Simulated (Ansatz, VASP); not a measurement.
## BeS in VASP and in Ansatz

```
Be S
1.0
     0.00000    2.43515    2.43515
     2.43515    0.00000    2.43515
     2.43515    2.43515    0.00000
Be S
1 1
Direct
  0.00000 0.00000 0.00000
  0.75000 0.75000 0.75000
```

The cell is a database's computed one.

Alike in both runs: task relaxation of cell and atoms; functional PBE; k mesh 8 × 8 × 8; occupations gaussian, width 0.02 eV; no spin polarisation.

|  | VASP | Ansatz |
| --- | --- | --- |
| version | VASP 6.6.1 | Ansatz 0.2.0 |
| potentials or method | VASP PAW PBE potentials, release 64 (Be, S) | scalar-relativistic, plane waves, PAW |
| plane-wave cutoff (eV) | 600 | 420 |
| valence electrons in the cell | 8 | 8 |

|  | VASP | Ansatz | Ansatz less VASP |
| --- | --- | --- | --- |
| gap on the k mesh at the Fermi level, each at its own relaxed structure (eV) | 3.15 | 3.15 | -0.002 |
| relaxed volume (Å³/atom) | 14.50 | 14.49 | -0.005 |
| relaxed cell length with the largest relative difference (Å) | 3.448 | 3.448 | -0.0004 |

A k mesh can miss the band edges. As with any semilocal functional, this PBE gap is likely too small.
